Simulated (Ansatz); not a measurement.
# W2NCl2 MXene bilayer (AB) in a perpendicular field, part 3 of 3

What dipole does a perpendicular field induce in the W2NCl2 MXene bilayer (AB)? A positive field points along +c.

Ansatz 0.2.0; plane-wave DFT, PBE-D4, Ansatz PAW.

So far. Step 8 (Single point, field -0.25 V/Å): The dipole is -0.189 e·Å.

**9. Response, atoms held**

This step: plane-wave DFT, PBE-D4, Ansatz PAW; response to a field along the normal, atoms held (Ansatz 0.2.0).

The dipoles give the slope, and the difference of two potentials shows where the field is screened.

Numbers from this step:

```yaml
equivalent_conductor_thickness_p_eps_0ae: 18.48 Å
distance_between_the_outer_atoms: 16.59 Å
```

Table of dipole of the cell by applied field:

| applied field (V/Å) | dipole of the cell (e·Å) |
| --- | --- |
| -0.250 | -0.189 |
| -0.030 | -0.0226 |
| 0.000 | 8.1e-7 |
| 0.030 | 0.0227 |
| 0.150 | 0.113 |
| 0.250 | 0.189 |

Local field over the applied field, running mean. From the potentials at -0.03 and 0.03 V/Å; running mean over 2.5 Å. The local field over applied field by z:

z (Å), local field over applied field and a bar from the least value:
```
        5      0.997 ##############################
        6      0.974 #############################
        7      0.833 #########################
        8      0.495 ###############
        9      0.180 ######
       10      0.052 ##
       11      0.028 #
       12     -0.005 
       13      0.000 
       14      0.002 
       15     -0.001 
       16      0.001 
       17      0.001 
       18      0.001 
       19      0.000 
       20      0.000 
       21      0.002 
       22     -0.003 
       23      0.005 
       24      0.035 #
       25      0.083 ###
       26      0.288 #########
       27      0.644 ###################
       28      0.917 ############################
       29      0.989 ##############################
       30      0.999 ##############################
```

Electrons, planar mean, per unit field. Induced electron density against z:

z (Å), induced electron density (e/Å³ per V/Å) and a bar from the least value:
```
      4.5    0.00000 ###############
      5.0    0.00001 ###############
      5.5    0.00004 ###############
      6.0    0.00012 ################
      6.5    0.00033 #################
      7.0    0.00088 ###################
      7.5    0.00214 ########################
      8.0    0.00379 ##############################
      8.5    0.00256 #########################
      9.0    0.00092 ###################
      9.5   -0.00033 ##############
     10.0   -0.00078 ############
     10.5    0.00096 ###################
     11.0    0.00066 ##################
     11.5   -0.00003 ###############
     12.0   -0.00016 ###############
     12.5   -0.00010 ###############
     13.0   -0.00012 ###############
     13.5    0.00012 ################
     14.0    0.00009 ################
     14.5   -0.00004 ###############
     15.0   -0.00001 ###############
     15.5   -0.00001 ###############
     16.0    0.00000 ###############
     16.5    0.00000 ###############
     17.0    0.00000 ###############
     17.5    0.00000 ###############
     18.0    0.00000 ###############
     18.5    0.00000 ###############
     19.0    0.00001 ###############
     19.5    0.00001 ###############
     20.0    0.00004 ###############
     20.5   -0.00005 ###############
     21.0   -0.00016 ###############
     21.5    0.00009 ################
     22.0    0.00012 ################
     22.5    0.00016 ################
     23.0    0.00005 ###############
     23.5   -0.00042 ##############
     24.0   -0.00107 ###########
     24.5    0.00049 #################
     25.0    0.00063 ##################
     25.5   -0.00071 ############
     26.0   -0.00211 #######
     26.5   -0.00391 
     27.0   -0.00248 ######
     27.5   -0.00105 ###########
     28.0   -0.00040 ##############
     28.5   -0.00014 ###############
     29.0   -0.00005 ###############
     29.5   -0.00002 ###############
     30.0   -0.00001 ###############
```

By hand: between -0.03 and 0.03 V/Å the dipole changes by 0.04530 e·Å, a slope of 0.7551 e·Å²/V. A perfect conductor of thickness t has p = ε₀AEt, so t = 180.95 × 0.7551 / 7.392 = 18.48 Å (e/ε₀ = 180.95 V·Å, A in Å²).

The induced dipole is that of a conductor 18.48 Å thick.

**10. A changed input**

This step: plane-wave DFT, PBE-D4, Ansatz PAW (Ansatz 0.2.0).

A run with a changed input: it repeats the earlier run at 0.03 V/Å with scf.occupations.width from 0.05 removed, scf.occupations.method from fermi_dirac to tetrahedron and crystal.symmetry to detect: false.

The input, input.yaml:

```yaml
crystal:
  lattice:
    - [2.9215438511, 0.0, 0.0]
    - [-1.4607719256, 2.5301311933, 0.0]
    - [0.0, 0.0, 34.592846246]
  atoms:
    - { symbol: Cl, position: [0.3333333333, 0.6666666667, 0.2601693985] }
    - { symbol: W, position: [0.6666666667, 0.3333333333, 0.314199856] }
    - { symbol: "N", position: [0.0, 0.0, 0.3554791041] }
    - { symbol: W, position: [0.3333333333, 0.6666666667, 0.3967900092] }
    - { symbol: Cl, position: [0.6666666667, 0.3333333333, 0.4507732488] }
    - { symbol: Cl, position: [0.6666666667, 0.3333333333, 0.5492267533] }
    - { symbol: W, position: [0.0, 0.0, 0.6032099926] }
    - { symbol: "N", position: [0.3333333333, 0.6666666667, 0.6445208974] }
    - { symbol: W, position: [0.6666666667, 0.3333333333, 0.6858001449] }
    - { symbol: Cl, position: [0.0, 0.0, 0.7398306015] }
  symmetry: { detect: false }
kpoints:
  mp_grid: { grid: [18, 18, 1] }
  band_path:
    path: [[0, 0, 0], [0.5, 0, 0], [0.33333333, 0.33333333, 0], [0, 0, 0]]
    npoints: 16
hamiltonian:
  xc: pbe
  dispersion: d4
scf:
  occupations: { method: tetrahedron }
  convergence: { dr2_threshold: 1.0e-10 }
efield:
  axis: 3
  dipole_correction: true
  ramp_position: 0.97
  ramp_width: 0.06
  amplitude: 0.03
output:
  write_potential: true
  write_density: true
  volumetric_format: npy
```

Command:

```console
> ansatz run input.yaml --threads 4 --pin off --max-ram 12288MiB --backend cpu --events-out ev --progress --plain --runs-dir out
```

Numbers of over 12 decimals in the logs are rounded to 6 here.

Log:

```text
[...]
Crystal: 10 atoms, lattice volume = 255.706 Å³
Basis set: ecut = 420 eV, 4963 PW (Γ)
Bands: 57, of which v1, the nominal top of the filled ones, is band 47 counted from 1 (46 counted from 0)
Symmetry: 1 space group operations
k-points: 164 of 324 (time reversal used)
[...]
SCF iter   1: F=—  HF=-46633.269354 eV  |F-HF|=—  |Δ(HF+E_count)|=         —  Δρ=7.07e-2  dr2=2.27e1  ethr=3.10e-3  p=0.023 e·Å  D=1.62e-2 V/Å  ΔV_dip=-0.56 eV  dr2_dipole=5.54e-5  V_vac-E_F(+/−)=5.84/5.44 eV  ⟨swp⟩=8.1  Hψ=42439  notcnv=0  defer=85
[...]
SCF iter  28: F=-46629.005554 eV  HF=-46629.005554 eV  |F-HF|=1.89e-10  |Δ(HF+E_count)|=   1.88e-8  Δρ=2.44e-8  dr2=8.93e-12  ethr=1.00e-12  p=0.023 e·Å  D=1.60e-2 V/Å  ΔV_dip=-0.55 eV  dr2_dipole=8.05e-13  V_vac-E_F(+/−)=4.07/3.67 eV  ⟨swp⟩=1.5  Hψ=10740  notcnv=0
SCF 1 converged in 28 iterations: F = -46629.005554 eV  dr2 = 8.93e-12
[...]
SCF converged after 28 iterations
Stability not checked: this state was not tested for a lower state beside it, because cold or Methfessel-Paxton smearing, or corrected tetrahedra, fill the levels in a way that the test cannot read (fill_not_monotonic; see scf.lower_state_search)
Free energy (F): -46629.005554 eV
[...]
Internal energy: -46629.005540 eV  (E = F + TS)
E sigma→0 (E₀):  -46629.005554 eV
Entropy (-TS):   -0.000014 eV (-0.001 meV/atom)
Fermi energy:    7.145092 eV
Dipole field:    D = 0.016026 V/Å  (p = 0.022646 e·Å, saw-weighted, corrected)
Work function:   not extracted (applied field tilts the vacuum); planar V_es + V_field profile in the machine report
[...]
--- Band table (eV; the first three rows and the last of 164) ---
  k-point 0: bands = [... 43 lower, 5.9719, 5.9788, 5.9788, 6.0075, 6.0378, 7.0524, 7.0524, 7.0532, ... 6 higher]
  k-point 1: bands = [... 43 lower, 5.8062, 6.0418, 6.0491, 6.1532, 6.1767, 6.9986, 7.0015, 7.1296, ... 6 higher]
  k-point 2: bands = [... 43 lower, 5.4136, 6.2377, 6.2443, 6.2947, 6.3274, 6.8136, 6.8309, 7.3201, ... 6 higher]
  k-point 163: bands = [... 43 lower, 4.7342, 8.0211, 8.1819, 8.4681, 8.4941, 9.0225, 9.1642, 9.6356, ... 6 higher]
```

Wall time 2.8 min (4 threads of Arm Neoverse V1, shared host); peak memory 2.3 GiB; 11 min of CPU time.

Numbers from this step:

- dipole along the normal: 0.02265 e·Å

Electronic bands along the path, in eV, zero at the Fermi level:

| point | band 45 | band 46 | band 47 | band 48 | band 49 | band 50 | band 51 | band 52 |
| --- | --- | --- | --- | --- | --- | --- | --- | --- |
| Γ | -1.17 | -1.17 | -1.14 | -1.11 | -0.09 | -0.09 | -0.09 | -0.09 |
| halfway | -0.92 | -0.87 | -0.50 | -0.36 | 0.30 | 0.30 | 0.93 | 0.95 |
| M | 0.88 | 1.04 | 1.32 | 1.35 | 1.88 | 2.02 | 2.49 | 2.70 |
| halfway | 0.58 | 0.62 | 0.64 | 0.65 | 1.43 | 1.49 | 1.72 | 1.86 |
| K | -0.54 | -0.47 | -0.47 | -0.39 | 1.32 | 1.33 | 1.33 | 1.34 |
| halfway | -1.39 | -1.33 | -0.53 | -0.52 | 1.16 | 1.25 | 1.32 | 1.37 |
| Γ | -1.17 | -1.17 | -1.14 | -1.11 | -0.09 | -0.09 | -0.09 | -0.09 |

| quantity | this run | earlier run | difference |
| --- | --- | --- | --- |
| dipole along the normal (e·Å) | 0.02265 | 0.02266 | -1.1e-5 |

The dipole moves by under 0.5 % or 5e-5 e·Å. The run took 28 SCF cycles against 11.

Of the bands kept, 8 cross the Fermi level on this path.

**11. A changed input**

Another changed input: it repeats the earlier run at 0.03 V/Å with kpoints.mp_grid.grid from [18, 18, 1] to [12, 12, 1].

Changes to input.yaml since step 10:

```diff
@@ -16,5 +16,4 @@
     - { symbol: Cl, position: [0.0, 0.0, 0.7398306015] }
-  symmetry: { detect: false }
 kpoints:
-  mp_grid: { grid: [18, 18, 1] }
+  mp_grid: { grid: [12, 12, 1] }
   band_path:
@@ -26,3 +25,3 @@
 scf:
-  occupations: { method: tetrahedron }
+  occupations: { method: fermi_dirac, width: 0.05 }
   convergence: { dr2_threshold: 1.0e-10 }
```

Log:

```text
[...]
Crystal: 10 atoms, lattice volume = 255.706 Å³
Basis set: ecut = 420 eV, 4963 PW (Γ)
Bands: 57, of which v1, the nominal top of the filled ones, is band 47 counted from 1 (46 counted from 0)
Symmetry: 6 space group operations
k-points: 19 of 144 (time reversal used)
[...]
SCF iter   1: F=—  HF=-46633.258544 eV  |F-HF|=—  |Δ(HF+E_count)|=         —  Δρ=7.08e-2  dr2=2.27e1  ethr=3.10e-3  p=0.023 e·Å  D=1.62e-2 V/Å  ΔV_dip=-0.56 eV  dr2_dipole=1.98e-6  V_vac-E_F(+/−)=5.87/5.47 eV  ⟨swp⟩=7.8  Hψ=4938  notcnv=0  defer=5
[...]
SCF iter  11: F=-46628.994331 eV  HF=-46628.994331 eV  |F-HF|=1.31e-10  |Δ(HF+E_count)|=  5.97e-10  Δρ=2.20e-7  dr2=7.82e-11  ethr=1.00e-12  p=0.023 e·Å  D=1.60e-2 V/Å  ΔV_dip=-0.56 eV  dr2_dipole=2.05e-12  V_vac-E_F(+/−)=4.07/3.67 eV  ⟨swp⟩=10.6  Hψ=4900  notcnv=0
SCF 1 converged in 11 iterations: F = -46628.994331 eV  dr2 = 7.82e-11
[...]
SCF converged after 11 iterations
Free energy (F): -46628.994331 eV
[...]
Internal energy: -46628.958441 eV  (E = F + TS)
E sigma→0 (E₀):  -46628.976386 eV
Entropy (-TS):   -0.035891 eV (-3.589 meV/atom)
Fermi energy:    7.145858 eV
Dipole field:    D = 0.016051 V/Å  (p = 0.022683 e·Å, saw-weighted, corrected)
Work function:   not extracted (applied field tilts the vacuum); planar V_es + V_field profile in the machine report
[...]
--- Band table (eV; the first three rows and the last of 19) ---
  k-point 0: bands = [... 43 lower, 5.9648, 5.9717, 5.9717, 6.0043, 6.0347, 7.0449, 7.0449, 7.0455, ... 6 higher]
  k-point 1: bands = [... 43 lower, 5.6236, 6.1160, 6.1232, 6.2312, 6.2584, 6.9168, 6.9245, 7.2078, ... 6 higher]
  k-point 2: bands = [... 43 lower, 5.0313, 6.3381, 6.3655, 6.5434, 6.5784, 6.5832, 6.6098, 7.5610, ... 6 higher]
  k-point 18: bands = [... 43 lower, 6.4089, 6.5962, 6.6683, 6.6694, 6.7491, 8.4612, 8.4737, 8.4741, ... 6 higher]
```

The job ended after 21 s (4 threads; peak memory 0.8 GiB; 84 s of CPU time).

| quantity | this run | earlier run | difference |
| --- | --- | --- | --- |
| dipole along the normal (e·Å) | 0.02268 | 0.02266 | 2.6e-5 |

The dipole moves by under 0.5 % or 5e-5 e·Å.

The change did no harm here.

**12. Summary of results**

| Property | Result |
| --- | --- |
| gap without field | none |
| work function, upper face | 3.89 eV |
| equivalent conductor thickness, atoms held | 18.5 Å |

**Reading.** The induced dipole equals that of a perfect conductor 18.48 Å thick, while the outer atoms lie 16.59 Å apart. There is no gap over 0.03 eV, with or without the field. The first relaxation ran with spin and lost its moment, and the later runs have none; other magnetic states were not tried. Spin-orbit coupling is left out, which matters for the bands of elements this heavy. The MXene's terminations sit over the metal atoms of its far layer; the site over carbon or nitrogen, which some compounds prefer, was not run.

[Logs are printed without paths, hosts, clocks, repeated set-up lines and the standing remarks that a program may print on its own settings, such as how far it seeks lower states.]

[Hosts, paths, dates, database ids (printed as entryN), source tags and the programs' standing remarks are cut or masked in the printed files.]

[Maps of the electrostatic potential energy from Ansatz leave out the sawtooth potential of an applied field or a dipole correction, so their vacuum need not be flat; planar profiles and work functions include it.]
